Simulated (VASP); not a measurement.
Fe: single point with PBE

Fe:

```
Fe
1.0
     2.49935    0.00000    0.00000
    -0.83312    2.35641    0.00000
    -0.83312   -1.17820    2.04071
Fe
1
Direct
  0.00000 0.00000 0.00000
```

```yaml
Program: VASP 6.6.1
Task: single point
Functional: PBE
Potentials_or_basis: VASP PAW PBE potentials, release 64 (Fe_GW)
Cutoff: 550 eV
k_mesh: 13 × 13 × 13
Occupations: gaussian, width 0.05 eV
Spin: collinear spin, ferromagnetic start
Starting_moments: "[3.0] μB"
```

The pressure is -10.0 GPa. The band gap on the k mesh is none (metal or under the smearing width) and the net moment is 2.28 μB per cell. The site moments are Fe +2.27 μB and the valence electrons inside the program's atomic spheres are Fe 7.09.

Levels at points of the mesh, in eV from the Fermi level:
Spin up:
```tsv
k point	band 3	band 4	band 5	band 6	band 7	band 8
(0.00, 0.00, 0.00)	-2.18	-2.18	-1.07	-1.07	24.01	24.01
```
Spin down:
```
           k point  band 1  band 2  band 3  band 4  band 5  band 6  band 7
(0.00, 0.00, 0.00)   -7.93   -0.16   -0.16   -0.16    1.76    1.76   23.75
```

Wall time 37 s on 1 thread of Intel(R) Xeon(R) Platinum 8488C (Sapphire Rapids), with other jobs on the host, peak memory 0.15 GiB.
